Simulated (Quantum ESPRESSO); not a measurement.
A run of Quantum ESPRESSO 7.5 is set up as follows.

Contents of pw.in:

```
&CONTROL
  calculation = 'scf'
  prefix = 'pwscf'
  outdir = './tmp'
  pseudo_dir = './pseudo'
  tprnfor = .true.
  tstress = .true.
  disk_io = 'low'
/
&SYSTEM
  ibrav = 0
  celldm(1) = 8
  nat = 2
  ntyp = 2
  ecutwfc = 45
  ecutrho = 360
  nbnd = 9
  occupations = 'smearing'
  smearing = 'fd'
  degauss = 0.00367493
/
&ELECTRONS
  conv_thr = 4d-10
  electron_maxstep = 120
  mixing_beta = 0.5
/
ATOMIC_SPECIES
N     14.0070 n_pbesol_v1.2.uspp.F.UPF
B     10.8100 b_pbesol_v1.4.uspp.F.UPF
CELL_PARAMETERS alat
  0.2955346898502   0.1706270327353   0.7967402823206
 -0.2955346898502   0.1706270327353   0.7967402823206
  0.0000000000000  -0.3412540654705   0.7967402823206
ATOMIC_POSITIONS crystal
N      0.6672382000    0.6672382000    0.6672382000
B      0.0003288000    0.0003288000    0.0003288000
K_POINTS automatic
12 12 12 0 0 0
```

The input bands.in:

```
&CONTROL
  calculation = 'bands'
  prefix = 'pwscf'
  outdir = './tmp'
  pseudo_dir = './pseudo'
  disk_io = 'low'
  verbosity = 'high'
/
&SYSTEM
  ibrav = 0
  celldm(1) = 8
  nat = 2
  ntyp = 2
  ecutwfc = 45
  ecutrho = 360
  nbnd = 9
  occupations = 'smearing'
  smearing = 'fd'
  degauss = 0.00367493
/
&ELECTRONS
  conv_thr = 1d-08
  electron_maxstep = 120
  mixing_beta = 0.5
  diago_full_acc = .true.
  startingwfc = 'random'
/
ATOMIC_SPECIES
N     14.0070 n_pbesol_v1.2.uspp.F.UPF
B     10.8100 b_pbesol_v1.4.uspp.F.UPF
CELL_PARAMETERS alat
  0.2955346898502   0.1706270327353   0.7967402823206
 -0.2955346898502   0.1706270327353   0.7967402823206
  0.0000000000000  -0.3412540654705   0.7967402823206
ATOMIC_POSITIONS crystal
N      0.6672382000    0.6672382000    0.6672382000
B      0.0003288000    0.0003288000    0.0003288000
K_POINTS crystal
60
 0.0000000000  0.0000000000  0.0000000000 1
 0.0625000000  0.0000000000  0.0000000000 1
 0.1250000000  0.0000000000  0.0000000000 1
 0.1875000000  0.0000000000  0.0000000000 1
 0.2500000000  0.0000000000  0.0000000000 1
 0.3125000000  0.0000000000  0.0000000000 1
 0.3750000000  0.0000000000  0.0000000000 1
 0.4375000000  0.0000000000  0.0000000000 1
 0.5000000000  0.0000000000  0.0000000000 1
 0.5000000000  0.0394483953 -0.0394483953 1
 0.5000000000  0.0788967906 -0.0788967906 1
 0.5000000000  0.1183451859 -0.1183451859 1
 0.5000000000  0.1577935812 -0.1577935812 1
 0.5000000000  0.1972419765 -0.1972419765 1
 0.8027580235  0.5000000000  0.1972419765 1
 0.7691182431  0.5000000000  0.2308817569 1
 0.7354784627  0.5000000000  0.2645215373 1
 0.7018386823  0.5000000000  0.2981613177 1
 0.6681989019  0.5000000000  0.3318010981 1
 0.6345591215  0.5000000000  0.3654408785 1
 0.6009193412  0.5000000000  0.3990806588 1
 0.5672795608  0.5000000000  0.4327204392 1
 0.5336397804  0.5000000000  0.4663602196 1
 0.5000000000  0.5000000000  0.5000000000 1
 0.4000000000  0.4000000000  0.4000000000 1
 0.3000000000  0.3000000000  0.3000000000 1
 0.2000000000  0.2000000000  0.2000000000 1
 0.1000000000  0.1000000000  0.1000000000 1
 0.0000000000  0.0000000000  0.0000000000 1
 0.0316928171  0.0000000000 -0.0316928171 1
 0.0633856342  0.0000000000 -0.0633856342 1
 0.0950784513  0.0000000000 -0.0950784513 1
 0.1267712685  0.0000000000 -0.1267712685 1
 0.1584640856  0.0000000000 -0.1584640856 1
 0.1901569027  0.0000000000 -0.1901569027 1
 0.2218497198  0.0000000000 -0.2218497198 1
 0.2535425369  0.0000000000 -0.2535425369 1
 0.2852353540  0.0000000000 -0.2852353540 1
 0.3169281712  0.0000000000 -0.3169281712 1
 0.3486209883  0.0000000000 -0.3486209883 1
 0.6513790117  0.3486209883  0.0000000000 1
 0.6135342588  0.3864657412  0.0000000000 1
 0.5756895059  0.4243104941  0.0000000000 1
 0.5378447529  0.4621552471  0.0000000000 1
 0.5000000000  0.5000000000  0.0000000000 1
 0.6513790117  0.6513790117  0.1972419765 1
 0.6345591215  0.6345591215  0.2308817569 1
 0.6177392313  0.6177392313  0.2645215373 1
 0.6009193412  0.6009193412  0.2981613177 1
 0.5840994510  0.5840994510  0.3318010981 1
 0.5672795608  0.5672795608  0.3654408785 1
 0.5504596706  0.5504596706  0.3990806588 1
 0.5336397804  0.5336397804  0.4327204392 1
 0.5168198902  0.5168198902  0.4663602196 1
 0.5000000000  0.5000000000  0.5000000000 1
 0.5000000000  0.0000000000  0.0000000000 1
 0.5756895059  0.0871552471  0.0871552471 1
 0.6513790117  0.1743104941  0.1743104941 1
 0.7270685176  0.2614657412  0.2614657412 1
 0.8027580235  0.3486209883  0.3486209883 1
```

Potentials or basis: GBRV 1.5 PBEsol.

Command:

```bash
$ OMP_NUM_THREADS=1 mpirun -n 2 pw.x -nk 2 -in pw.in > pw.out
$ OMP_NUM_THREADS=1 mpirun -n 2 pw.x -nk 2 -in bands.in > bands.out
```

Problem. What does it give for the band gap along the path?

Solution. 4.13 eV, indirect (least direct gap 4.65 eV).

Problem. Predict the pressure.

Solution. 1.1 GPa.

Problem. Predict the band gap on the k mesh.

Solution. 4.19 eV, indirect (least direct gap 4.65 eV).

Stress tensor (GPa, compression positive):
```
1.41 0.00 0.00
0.00 1.41 0.00
0.00 0.00 0.46
```

PBEsol gaps usually lie below the measured ones, often by a third to a half.
